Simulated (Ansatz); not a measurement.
Wanted: the native input for an Ansatz 0.2.0 run.

```yaml
Task: density of states
Functional: PBE
Potentials_or_basis: all-electron PAW datasets made for the crystal
Cutoff: 400 eV (chosen from the basis error)
k_mesh: 10 × 10 × 10
Occupations: fermi-dirac, width 0.05 eV
Spin: no spin polarisation
```

WC:

```
CELL_PARAMETERS angstrom
0.00000 2.30211 2.30211
2.30211 0.00000 2.30211
2.30211 2.30211 0.00000
ATOMIC_POSITIONS crystal
W 0.00000 0.00000 0.00000
C 0.75000 0.75000 0.75000
```

The cell was built by a generator and needn't be a form met in nature.

The input as run:

input.yaml

```yaml
crystal:
  lattice:
    - [0.0, 2.3021091, 2.3021091]
    - [2.3021091, 0.0, 2.3021091]
    - [2.3021091, 2.3021091, 0.0]
  atoms:
    - { symbol: W, position: [0.0, 0.0, 0.0] }
    - { symbol: C, position: [0.75, 0.75, 0.75] }
kpoints:
  mp_grid: { grid: [10, 10, 10] }
scf:
  occupations: { method: fermi_dirac, width: 0.05 }
hamiltonian:
  xc: pbe
  pseudopotentials: { kind: all_electron, datasets: crystal }
output:
  forces: true
  stress: true
  eigenvalues: true
  dos: { projected: false, de: 0.2, e_range: [-14, 6] }
```

Potentials or basis: all-electron PAW datasets made for the crystal.

Run with:

```bash
$ ansatz run input.yaml --threads 1 --pin off --max-ram 3072MiB --backend cpu --events-out ev --progress --plain --runs-dir out
```

It gave:

- Pressure: 17.9 GPa
- Band gap on the k mesh: none (metal or under the smearing width)

Caveat: the program warned that the printed levels may be off, so bands, gaps and densities of states are rough; so large a pressure means that the cell lies far from this level's equilibrium, or that cutoff or potentials fall short; the density of states is complete only up to the lowest level of the last band computed.

Wall time 14 s on 1 thread of Arm Neoverse V2, on a shared host, peak memory 0.65 GiB.
